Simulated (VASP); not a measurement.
Here is a VASP 6.6.1 calculation.

INCAR

```
PREC = Accurate
ENCUT = 520
EDIFF = 1E-6
ISMEAR = 0
SIGMA = 0.1
LREAL = F
LASPH = T
NELM = 60
ALGO = Fast
ISIF = 2
LWAVE = F
LCHARG = F
GGA = PS
NBANDS = 11
```

KPOINTS

```
Automatic mesh
0
Gamma
  14 14 14
```

POSCAR

```
Si
1.0
    0.0000000000      2.7185000000      2.7185000000
    2.7185000000      0.0000000000      2.7185000000
    2.7185000000      2.7185000000      0.0000000000
Si
2
Direct
    0.5000000000      0.5000000000      0.5000000000
    0.7500000000      0.7500000000      0.7500000000
```

Potentials or basis: VASP PAW PBE potentials, release 64 (Si).

Launch:

```sh
$ cat potpaw_PBE.64/Si/POTCAR > POTCAR
$ mpirun -np 1 vasp_std > vasp.out
```

Problem. Estimate the pressure.

Solution. -0.1 GPa.

Problem. What does it give for the band gap on the k mesh?

Solution. 0.46 eV, indirect (least direct gap 2.52 eV).

Caveat: the PAW data sets were made with another functional, which shifts forces and pressure a little. As with any semilocal functional, this PBEsol gap is likely too small.
